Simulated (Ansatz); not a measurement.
## Strain and the gap of KI (Fm-3m)

KI (started from an entry of an open crystallographic database), relaxed with r2SCAN in Ansatz 0.2.0. It is cubic, Fm-3m (No. 225); a = 7.089 Å in the conventional setting, 44.53 Å³ an atom. Around K lie 6 I at 3.54 Å; around I lie 6 K at 3.54 Å.

The axes x, y and z are those of this cell:
```
K I
1.0
     0.00000    3.54457    3.54457
     3.54457    0.00000    3.54457
     3.54457    3.54457    0.00000
K I
1 1
Direct
  0.00000 0.00000 0.00000
  0.50000 0.50000 0.50000
```

Unstrained: The PBE gap is direct at Γ: 3.944 eV. r2SCAN gives a direct gap of 4.585 eV at Γ. HSE06 gives a direct gap of 4.940 eV at Γ. Meshes: PBE 6×6×6, r2SCAN 6×6×6, HSE06 4×4×4. Strains are changes of length per length, and xy shears are angles. After each strain the atoms were relaxed again with r2SCAN within the symmetry that the strain leaves, so tilts or polar shifts that break it weren't tested; points keep the names that they have in the unstrained zone. Spin-unpolarised throughout; all numbers are computed.

Changes of the least gap in eV (an overlap counts as a negative gap):
```tsv
strain	volume change (%)	space group	PBE	r2SCAN	HSE06	G0W0@PBE (mesh)	energy rise, r2SCAN (meV/atom)
uniaxial +5.45 % along x	+5.5	I4/mmm	-0.120	-0.135	-0.131	-0.10	9.5
isotropic +5.19 % on every length	+16.4	Fm-3m	-0.319	-0.345	-0.348	-0.25	33.7
xy shear, engineering strain (angle) +1.69 %	0.0	Immm	-0.023	-0.023	-0.024	-0.02	0.2
epitaxial -2.05 % in the xy plane, free normal strain +0.51 %	-3.6	I4/mmm	+0.081	+0.089	+0.090	+0.06	4.4
```
Unstrained, G0W0@PBE with 371 empty bands, a screening cutoff of 150 eV and a 4×4×4 mesh gives 6.10 eV on its mesh; the band count follows the volume. G0W0 values are finite-basis, finite-mesh values.

Uniaxial +5.45 % along x, other directions held. HSE06: the gap goes from 4.940 to 4.809 eV (-0.131 eV). Stress change with r2SCAN, compression positive: xx -1.14, yy -0.17, zz -0.17 GPa.

Isotropic +5.19 % on every length. HSE06: the gap goes from 4.940 to 4.592 eV (-0.348 eV). Stress change with r2SCAN, compression positive: xx -1.30, yy -1.30, zz -1.30 GPa. For HSE06, dE_g/d ln V = -2.3 eV over this step.

Xy shear, engineering strain (angle) +1.69 %. HSE06: the gap goes from 4.940 to 4.916 eV (-0.024 eV); with r2SCAN the top three valence levels at Γ, degenerate before, become 1+1+1 from the top over 44 meV. Stress change with r2SCAN, compression positive: xx 0.00, yy 0.00, zz 0.00, xy -0.07 GPa.

Epitaxial -2.05 % in the xy plane, free normal strain +0.51 %. HSE06: the gap goes from 4.940 to 5.030 eV (+0.090 eV); with r2SCAN the top three valence levels at Γ, degenerate before, become 2+1 from the top over 11 meV. Stress change with r2SCAN, compression positive: xx +0.79, yy +0.79, zz -0.01 GPa.

Spin-orbit coupling is left out, which matters wherever the heavy atoms make up the band edges.

The meshes of the hybrids are coarse, so their gaps aren't converged to the digits shown.

The splittings at Γ are without spin-orbit coupling, which regroups them where it is of like size or larger.
